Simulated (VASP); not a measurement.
Runs of VASP 6.6.1 on BN. It takes space group Fmm2 (No. 42, orthorhombic). Conventional cell: a = 2.503 Å, b = 6.991 Å, c = 4.332 Å, α = 90.00°, β = 90.00°, γ = 90.00°. Around B (site symmetry mm2) lie 3 N at 1.44 Å. Around N (site symmetry mm2) lie 3 B at 1.44 Å. Measurements of this composition are mostly on another form, of space group No. 194.

```tsv
level	potentials or basis	k mesh	mesh quality	gap on the mesh (eV)	pressure (GPa)	relaxed volume (Å³/atom)
PBE+D3(BJ)	VASP PAW PBE potentials, release 64 (B, N)	12 × 12 × 12	not flagged	(c)	0.0	8.99
PBEsol	VASP PAW PBE potentials, release 64 (B, N)	12 × 12 × 12	not flagged	3.73	0.0	9.49
PBEsol	VASP PAW PBE potentials, release 64 (B, N)	4 × 4 × 4	coarse	4.26	0.0	9.49
LDA	VASP PAW LDA potentials, release 64 (B, N)	12 × 12 × 12	not flagged	3.31	0.0	(a)
PBE	VASP PAW PBE potentials, release 64 (B, N)	12 × 12 × 12	not flagged	(b)	0.0	10.79
```

Alike in all rows: task relaxation of cell and atoms; no spin polarisation; cell relaxed; cutoff (eV) 600; smearing gaussian 0.02 eV.

**Question.** Fill in the values left out.

**Answer.** (a) 8.71; (b) 4.23; (c) 3.60.

Caveats: some runs use coarse meshes; the PAW data sets were made with another functional, which shifts forces and pressure a little (some runs).

A k mesh can miss the band edges.
